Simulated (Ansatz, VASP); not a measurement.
**Be: VASP beside Ansatz**

Contents of INCAR:

```
SYSTEM = Be
PREC = Accurate
ENCUT = 520
EDIFF = 1E-6
ISMEAR = 0
SIGMA = 0.1
LREAL = .FALSE.
LASPH = .TRUE.
NELM = 60
ALGO = Fast
ISIF = 2
LWAVE = .FALSE.
LCHARG = .FALSE.
GGA = PE
NBANDS = 9
```

KPOINTS

```
Automatic mesh
0
G
  8 8 6
  0 0 0
```

File POSCAR:

```
Be
1.0
    2.1401401200      0.0000000000      0.0000000000
    0.0000000000      2.2195273500      0.0000000000
    0.0000000000      0.0000000000      3.4269682200
Be
2
Direct
    0.0000000000      0.5000000000      0.8431039200
    0.5000000000      0.0000000000      0.1568960800
```

Input for Ansatz:

```yaml
crystal:
  lattice:
    - [2.14014012, 0.0, 0.0]
    - [0.0, 2.21952735, 0.0]
    - [0.0, 0.0, 3.42696822]
  atoms:
    - { symbol: Be, position: [0.0, 0.5, 0.84310392] }
    - { symbol: Be, position: [0.5, 0.0, 0.15689608] }
basis:
  ecutwfc: 420
kpoints:
  mp_grid: { grid: [8, 8, 6] }
hamiltonian:
  xc: pbe
scf:
  occupations: { method: gaussian, width: 0.1 }
  lower_state_search: "off"
output:
  forces: true
  stress: true
  eigenvalues: true
```

Alike in both runs: task single point; functional PBE; k mesh 8 × 8 × 6; occupations gaussian, width 0.1 eV; no spin polarisation.

```csv
,VASP,Ansatz
version,VASP 6.6.1,Ansatz 0.2.0
potentials or method,"VASP PAW PBE potentials, release 64 (Be)","scalar-relativistic, plane waves, PAW"
plane-wave cutoff (eV),520,420
valence electrons in the cell,4,4
```

VASP gave:

| Item | Value |
| --- | --- |
| gap on the k mesh at the Fermi level (eV) | none |
| pressure (GPa) | 25.0 |
| largest component of the traceless stress (GPa) | 9.99 |
| rms of the force components (eV/Å) | 1.956 |

Problem. Which values does Ansatz return?

Solution. gap on the k mesh at the Fermi level (eV): none; pressure (GPa): 24.7; largest component of the traceless stress (GPa): 9.92; rms of the force components (eV/Å): 1.941.

Atom by atom the forces differ by 0.015 eV/Å (rms over components). A gap of «none» marks a metal or a gap that the smearing closes.

Caveats: the k mesh is coarse (spacing up to 0.37 Å⁻¹), so the values aren't converged; so large a pressure means that the cell lies far from this level's equilibrium, or that cutoff or potentials fall short (VASP); forces of over 1 eV/Å show positions far from the minimum, so gaps and moduli don't describe the material at rest.
